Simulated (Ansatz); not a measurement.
# O on Cr(110): change of the work function, part 4 of 5

Aim: the work function of Cr(110) at several coverages of O (hollow site), and the dipole that each adsorbate carries.

Ansatz 0.2.0; plane-wave DFT, PBE-D3(BJ), Ansatz PAW.

So far, work function, upper face (eV): step 2 (the clean slab) 4.77; step 3 (17 atoms, coverage 0.25 ML, cell 2x2) 4.84; step 4 (18 atoms, coverage 0.5 ML, cell 2x2) 5.53; step 5 (5 atoms, coverage 1 ML, cell 1x1) 6.98.

## 7. The slab at 0.25 ML, atoms frozen

This step: plane-wave DFT, PBE-D3(BJ), Ansatz PAW (Ansatz 0.2.0).

System of this step: Cr16O (O/Cr(110)). The cell holds 17 atoms: 16 Cr and 1 O. Its edges and angles: a = 4.988 Å, b = 4.988 Å, c = 25.417 Å, α = 90.0°, β = 90.0°, γ = 70.5°. Vacuum lies along c.

To see where the charge goes, the covered slab, the bare substrate and the adsorbate layer are each run at the same frozen positions and on the same grid.

Input file input.yaml:

```yaml
crystal:
  lattice:
    - [4.0729350596, -2.88, 0.0]
    - [4.0729350596, 2.88, 0.0]
    - [0.0, 0.0, 25.4166440476]
  atoms:
    - { symbol: Cr, position: [0.0, 0.0, 0.3540986758] }
    - { symbol: Cr, position: [0.25, 0.25, 0.4342220597] }
    - { symbol: Cr, position: [0.0027404473, 0.0027404473, 0.5099613018] }
    - { symbol: Cr, position: [0.2379584704, 0.2379584704, 0.5888029887] }
    - { symbol: Cr, position: [0.0, 0.5, 0.3540986758] }
    - { symbol: Cr, position: [0.25, 0.75, 0.4342220597] }
    - { symbol: Cr, position: [0.0006314175, 0.499120379, 0.5133502479] }
    - { symbol: Cr, position: [0.2448756879, 0.7522860563, 0.5904946032] }
    - { symbol: Cr, position: [0.5, 0.0, 0.3540986758] }
    - { symbol: Cr, position: [0.75, 0.25, 0.4342220597] }
    - { symbol: Cr, position: [0.499120379, 0.0006314175, 0.5133502479] }
    - { symbol: Cr, position: [0.7522860563, 0.2448756879, 0.5904946032] }
    - { symbol: Cr, position: [0.5, 0.5, 0.3540986758] }
    - { symbol: Cr, position: [0.75, 0.75, 0.4342220597] }
    - { symbol: Cr, position: [0.4995515834, 0.4995515834, 0.5118989438] }
    - { symbol: Cr, position: [0.7687286207, 0.7687286207, 0.5846072102] }
    - { symbol: O, position: [0.440681536, 0.440681536, 0.6320923888] }
kpoints:
  mp_grid: { grid: [7, 7, 1] }
hamiltonian:
  xc: pbe
  dispersion: d3bj
scf:
  occupations: { method: fermi_dirac, width: 0.1 }
  convergence: { dr2_threshold: 1.0e-08 }
efield:
  axis: 3
  dipole_correction: true
  ramp_position: 0.97
  ramp_width: 0.06
output:
  write_potential: true
  write_density: true
  volumetric_format: npy
```

The run is started by

```
$ ansatz run input.yaml --threads 4 --pin off --max-ram 6144MiB --backend cpu --events-out ev --progress --plain --runs-dir out
```

Numbers of over 12 decimals in the logs are rounded to 6 here.

What it wrote:

```text
[...]
Crystal: 17 atoms, lattice volume = 596.277 Å³
Basis set: ecut = 420 eV, 11677 PW (Γ)
Bands: 138, of which v1, the nominal top of the filled ones, is band 115 counted from 1 (114 counted from 0)
Symmetry: 2 space group operations
[...]
k-points: 16 of 49 (time reversal used)
[...]
SCF iter   1: F=—  HF=-54609.529037 eV  |F-HF|=—  |Δ(HF+E_count)|=         —  Δρ=1.00e-2  dr2=2.90e0  ethr=1.77e-3  p=-0.003 e·Å  D=-8.49e-4 V/Å  ΔV_dip=0.02 eV  dr2_dipole=2.05e-1  V_vac-E_F(+/−)=4.42/4.40 eV  ⟨swp⟩=8.8  Hψ=9882  notcnv=0
[...]
SCF iter  12: F=-54609.455149 eV  HF=-54609.455149 eV  |F-HF|=2.42e-9  |Δ(HF+E_count)|=  5.24e-10  Δρ=8.58e-7  dr2=6.33e-9  ethr=4.35e-12  p=0.009 e·Å  D=2.61e-3 V/Å  ΔV_dip=-0.07 eV  dr2_dipole=1.29e-10  V_vac-E_F(+/−)=4.84/4.91 eV  ⟨swp⟩=7.6  Hψ=6060  notcnv=0
SCF 1 converged in 12 iterations: F = -54609.455149 eV  dr2 = 6.33e-9
[...]
SCF converged after 12 iterations
Free energy (F): -54609.455149 eV
[...]
Internal energy: -54608.860209 eV  (E = F + TS)
E sigma→0 (E₀):  -54609.157679 eV
Entropy (-TS):   -0.594941 eV (-34.997 meV/atom)
Fermi energy:    2.949139 eV
Dipole field:    D = 0.002603 V/Å  (p = 0.008579 e·Å, saw-weighted, corrected)
Work function:   Φ+ = 4.8426 eV   Φ− = 4.9087 eV
[...]
--- Band table (eV; the first three rows and the last of 16) ---
  k-point 0: bands = [... 111 lower, 3.3169, 3.3595, 3.4191, 3.5421, 3.5853, 3.7208, 3.7241, 3.7341, ... 19 higher]
  k-point 1: bands = [... 111 lower, 3.0859, 3.2470, 3.2998, 3.3405, 3.4001, 3.5624, 3.6606, 3.6926, ... 19 higher]
  k-point 2: bands = [... 111 lower, 2.6483, 2.7040, 2.7496, 3.0168, 3.1228, 3.3206, 3.4259, 3.5097, ... 19 higher]
  k-point 15: bands = [... 111 lower, 2.3425, 2.4393, 2.4469, 2.5383, 2.5823, 2.6299, 2.7319, 2.8479, ... 19 higher]
```

The job ended after 29 s (4 threads of Intel Xeon 6975P-C (Granite Rapids), shared host; peak memory 2.6 GiB).

The column dr2 measures how far the density is from self-consistency, as an energy; F and HF (Harris–Foulkes) agree once it is small.

Numbers from this step:

| Property | Result |
| --- | --- |
| energy at zero smearing | -54609.1577 eV |
| work function, upper face | 4.843 eV |
| work function, lower face | 4.909 eV |
| dipole along the normal | 0.008579 e·Å |
| step between the vacuum levels | -0.06617 eV |

The work function of the upper face is 4.84 eV.

## 8. The substrate of the 0.25 ML cell alone

System of this step: O/Cr(110), substrate alone, atoms held. The cell holds 16 atoms: 16 Cr. Its edges and angles: a = 4.988 Å, b = 4.988 Å, c = 25.417 Å, α = 90.0°, β = 90.0°, γ = 70.5°. Vacuum lies along c.

The second part, atoms unmoved.

input.yaml, as its differences from that of step 7:

```diff
@@ -22,3 +22,2 @@
     - { symbol: Cr, position: [0.7687286207, 0.7687286207, 0.5846072102] }
-    - { symbol: O, position: [0.440681536, 0.440681536, 0.6320923888] }
 kpoints:
```

What it wrote:

```text
[...]
Crystal: 16 atoms, lattice volume = 596.277 Å³
Basis set: ecut = 420 eV, 11677 PW (Γ)
Bands: 135, of which v1, the nominal top of the filled ones, is band 112 counted from 1 (111 counted from 0)
Symmetry: 2 space group operations
[...]
k-points: 16 of 49 (time reversal used)
[...]
SCF iter   1: F=—  HF=-54039.741553 eV  |F-HF|=—  |Δ(HF+E_count)|=         —  Δρ=4.98e-3  dr2=1.35e0  ethr=1.77e-3  p=0.018 e·Å  D=5.33e-3 V/Å  ΔV_dip=-0.14 eV  dr2_dipole=2.04e-1  V_vac-E_F(+/−)=4.30/4.43 eV  ⟨swp⟩=8.8  Hψ=9497  notcnv=0
[...]
SCF iter  12: F=-54039.701387 eV  HF=-54039.701387 eV  |F-HF|=3.11e-9  |Δ(HF+E_count)|=   1.69e-9  Δρ=6.57e-7  dr2=3.71e-9  ethr=4.46e-12  p=0.015 e·Å  D=4.56e-3 V/Å  ΔV_dip=-0.12 eV  dr2_dipole=3.36e-13  V_vac-E_F(+/−)=4.81/4.92 eV  ⟨swp⟩=5.6  Hψ=7047  notcnv=0
SCF 1 converged in 12 iterations: F = -54039.701387 eV  dr2 = 3.71e-9
[...]
SCF converged after 12 iterations
Free energy (F): -54039.701387 eV
[...]
Internal energy: -54039.082346 eV  (E = F + TS)
E sigma→0 (E₀):  -54039.391867 eV
Entropy (-TS):   -0.619042 eV (-38.690 meV/atom)
Fermi energy:    2.801664 eV
Dipole field:    D = 0.004562 V/Å  (p = 0.015032 e·Å, saw-weighted, corrected)
Work function:   Φ+ = 4.8063 eV   Φ− = 4.9223 eV
[...]
--- Band table (eV; the first three rows and the last of 16) ---
  k-point 0: bands = [... 108 lower, 3.2636, 3.3449, 3.4297, 3.4305, 3.4696, 3.4872, 3.5522, 3.6376, ... 19 higher]
  k-point 1: bands = [... 108 lower, 3.1003, 3.1125, 3.1761, 3.2471, 3.2946, 3.3210, 3.4823, 3.5418, ... 19 higher]
  k-point 2: bands = [... 108 lower, 2.5362, 2.5577, 2.6044, 2.7350, 2.9244, 3.2706, 3.3157, 3.4230, ... 19 higher]
  k-point 15: bands = [... 108 lower, 2.2478, 2.2596, 2.2951, 2.3873, 2.4746, 2.5090, 2.5632, 2.6449, ... 19 higher]
```

The job ended after 29 s (4 threads; peak memory 2.5 GiB).

Numbers from this step:

| Property | Result |
| --- | --- |
| energy at zero smearing | -54039.3919 eV |
| work function, upper face | 4.806 eV |
| work function, lower face | 4.922 eV |
| dipole along the normal | 0.01503 e·Å |
| step between the vacuum levels | -0.1159 eV |

The work function of the upper face is 4.81 eV.

## 9. The adsorbate layer of the 0.25 ML cell alone

System of this step: O/Cr(110), adsorbate layer alone, atoms held. The cell holds 1 atom: 1 O. Cell: a = 4.988 Å, b = 4.988 Å, c = 25.417 Å, α = 90.0°, β = 90.0°, γ = 70.5°. Vacuum lies along c.

The third part; a free layer of atoms may carry a moment, so spin is on.

input.yaml, the sections that differ from step 8:

```yaml
crystal:
  lattice:
    - [4.0729350596, -2.88, 0.0]
    - [4.0729350596, 2.88, 0.0]
    - [0.0, 0.0, 25.4166440476]
  atoms:
    - { symbol: O, position: [0.440681536, 0.440681536, 0.6320923888], spin: 1.0 }
magnetization:
  spin_polarized: true
# kpoints, hamiltonian, scf, efield, output: as in step 8
```

What it wrote:

```text
[...]
Crystal: 1 atoms, lattice volume = 596.277 Å³
Basis set: ecut = 420 eV, 11677 PW (Γ)
Bands: 8, of which v1, the nominal top of the filled ones, is band 3 counted from 1 (2 counted from 0)
Symmetry: 4 space group operations
k-points: 16 of 49
[...]
Starting moments: Σ|m| = 1 μB on 1 of 1 site
[...]
SCF iter  24: F=—  HF=-561.846688 eV  |F-HF|=—  |Δ(HF+E_count)|=   8.11e-3  Δρ=5.47e-3 (↑2.90e-3 ↓5.47e-3)  dr2=1.33e-1  dr2_m=1.39e-2  M=2.000 μB ∫|m|=2.019 μB  β_m=1.20  ethr=5.62e-6  p=-0.001 e·Å  D=-4.47e-4 V/Å  ΔV_dip=0.01 eV  dr2_dipole=3.13e-7  V_vac-E_F(+/−)=7.65/7.64 eV  ⟨swp⟩=4.1  Hψ=884  notcnv=0
[...]
spin-set hold released at iteration 24 (site moments' squared step at or under half its running peak, from the soft ceiling on): the magnetisation degrees of freedom join the quasi-Newton model from the next iteration; the mixer history was flushed
SCF iter  25: F=—  HF=-561.846428 eV  |F-HF|=—  |Δ(HF+E_count)|=   2.60e-4  Δρ=2.82e-3 (↑2.82e-3 ↓2.79e-3)  dr2=6.26e-2  dr2_m=5.17e-5  M=2.000 μB ∫|m|=2.023 μB  β_m=1.20  ethr=5.62e-6  p=-0.001 e·Å  D=-3.16e-4 V/Å  ΔV_dip=0.01 eV  dr2_dipole=1.55e-7  V_vac-E_F(+/−)=7.41/7.40 eV  ⟨swp⟩=3.7  Hψ=561  notcnv=0  κ⁻¹=1.0e0(r=1)
density mixer auto → broyden: gapped, with few screened modes (density of states about μ 0.92 of a free-electron gas's, 10 screened modes)
SCF iter  26: F=—  HF=-561.847777 eV  |F-HF|=—  |Δ(HF+E_count)|=   1.35e-3  Δρ=9.46e-4 (↑9.00e-4 ↓9.46e-4)  dr2=6.88e-3  dr2_m=1.04e-4  M=2.000 μB ∫|m|=2.023 μB  β_m=1.20  ethr=5.62e-6  p=-0.000 e·Å  D=-1.32e-4 V/Å  ΔV_dip=0.00 eV  dr2_dipole=3.54e-8  V_vac-E_F(+/−)=7.15/7.15 eV  ⟨swp⟩=3.2  Hψ=772  notcnv=0  κ⁻¹=2.2e-1(r=2)
[...]
SCF iter  33: F=-561.848762 eV  HF=-561.848762 eV  |F-HF|=2.23e-10  |Δ(HF+E_count)|=   4.30e-8  Δρ=8.58e-8 (↑8.58e-8 ↓7.88e-8)  dr2=3.79e-11  dr2_m=6.56e-12  M=2.000 μB ∫|m|=2.023 μB  ethr=4.47e-11  p=0.000 e·Å  D=1.38e-6 V/Å  ΔV_dip=-0.00 eV  dr2_dipole=1.42e-13  V_vac-E_F(+/−)=7.00/7.00 eV  ⟨swp⟩=3.1  Hψ=995  notcnv=0
SCF 1 converged in 33 iterations: F = -561.848762 eV  dr2 = 3.79e-11
[...]
this state was not tested for a lower state beside it, because the mixer in use, unlike msr1, does not test its closes by its own steps (another_mixer; see scf.mixing.algorithm and scf.lower_state_search)
SCF converged after 33 iterations
Magnetization: 2.0000 μB (4.0000 up, 2.0000 down)
Absolute magnetization: 2.0229 μB (∫|ρ↑−ρ↓|, with the PAW one-centre terms)
[...]
Per-site moments (μB) at R_I (Å): [(1.996976, 2.057676)]
Free energy (F): -561.848762 eV
[...]
Internal energy: -561.840247 eV  (E = F + TS)
E sigma→0 (E₀):  -561.844504 eV
Entropy (-TS):   -0.008515 eV (-8.515 meV/atom)
Fermi energy:    -6.853085 eV
Dipole field:    D = 0.000002 V/Å  (p = 0.000006 e·Å, saw-weighted, corrected)
Work function:   Φ+ = 7.0042 eV   Φ− = 7.0042 eV
[...]
--- Band table (eV; the first three rows and the last of 32) ---
[...]
```

Elapsed: 6.2 s, on 4 threads; peak memory 0.83 GiB.

Numbers from this step:

```
energy at zero smearing : -561.8445 eV
total moment            : 2.000 μB
site moments            : 1.997 μB
dipole along the normal : 5.52e-6 e·Å
```

Site moment by atom:

```tsv
atom	site moment (μB)
O1	2.00
```

The free layer carries a moment of 2.0 μB a cell.

## 10. Density difference at 0.25 ML

This step: plane-wave DFT, PBE-D3(BJ), Ansatz PAW; density difference on adsorption (Ansatz 0.2.0).

The densities of the parts are taken from that of the whole and averaged over planes; the first moment of what is left gives the step in the potential.

This step gave:

- largest charge moved: -0.002478 e/Å²
- potential step from the moved charge: 0.04929 eV

The electron density difference oscillates, so the rows of the table below give means over windows of 1 Å about each position, cut where the curve ends. Its maxima inside the range that stand out by 2 % of the span (Å: e/Å³): 12.0: 5.3e-4, 13.0: 9.6e-4, 14.3: 0.00294, 15.7: 0.00866, 16.4: 0.00755. Its minima: 11.3: -3.1e-4, 12.6: -5.3e-4, 13.4: -5.0e-4, 14.8: -0.00638, 16.1: -0.0108, 17.5: -6.5e-4.

Planar mean, whole system less its parts. Table of electron density difference by z; means over each step:

```tsv
z (Å)	electron density difference (e/Å³)
5	1.5e-7
6	-2.3e-6
7	-2.7e-5
8	-2.9e-5
9	4.6e-5
10	3.2e-5
11	-1.7e-4
12	2.7e-4
13	8.6e-5
14	0.00159
15	-0.00393
16	0.00108
17	0.00153
18	-4.0e-4
19	-6.9e-5
20	-7.6e-6
21	-7.1e-7
```

The electrons moved below z oscillates, so the rows of the table below give means over windows of 0.5 Å about each position, cut where the curve ends. Its maxima inside the range that stand out by 2 % of the span (Å: e/Å²): 10.03: 4.1e-5, 12.28: 1.5e-4, 13.13: 2.9e-4, 14.40: 0.00192, 15.81: 1.4e-4, 16.94: 6.7e-4. Its minima: 11.44: -1.6e-4, 12.71: 1.2e-5, 13.41: 1.9e-4, 15.39: -0.00241, 16.24: -0.00248.

Planar mean, whole system less its parts. Electrons moved below z against z; means over each step:

```tsv
z (Å)	electrons moved below z (e/Å²)
5.5	2.0e-7
6.0	-2.9e-7
6.5	-2.9e-6
7.0	-1.2e-5
7.5	-3.4e-5
8.0	-6.5e-5
8.5	-4.7e-5
9.0	-3.3e-5
9.5	-5.5e-6
10.0	3.6e-5
10.5	1.1e-5
11.0	-6.0e-5
11.5	-1.4e-4
12.0	4.1e-5
12.5	8.9e-5
13.0	1.9e-4
13.5	2.5e-4
14.0	9.8e-4
14.5	0.00147
15.0	-9.5e-4
15.5	-0.00159
16.0	-0.00130
16.5	-7.1e-4
17.0	6.1e-4
17.5	4.4e-4
18.0	1.9e-4
18.5	7.0e-5
19.0	2.3e-5
19.5	7.4e-6
20.0	2.2e-6
20.5	5.7e-7
21.0	7.4e-8
```

[end of part 4 of 5]

[Logs are printed without paths, hosts, clocks, repeated set-up lines and the standing remarks that a program may print on its own settings, such as how far it seeks lower states.]

[Hosts, paths, dates, database ids (printed as entryN), source tags and the programs' standing remarks are cut or masked in the printed files.]

[Maps of the electrostatic potential energy from Ansatz leave out the sawtooth potential of an applied field or a dipole correction, so their vacuum need not be flat; planar profiles and work functions include it.]
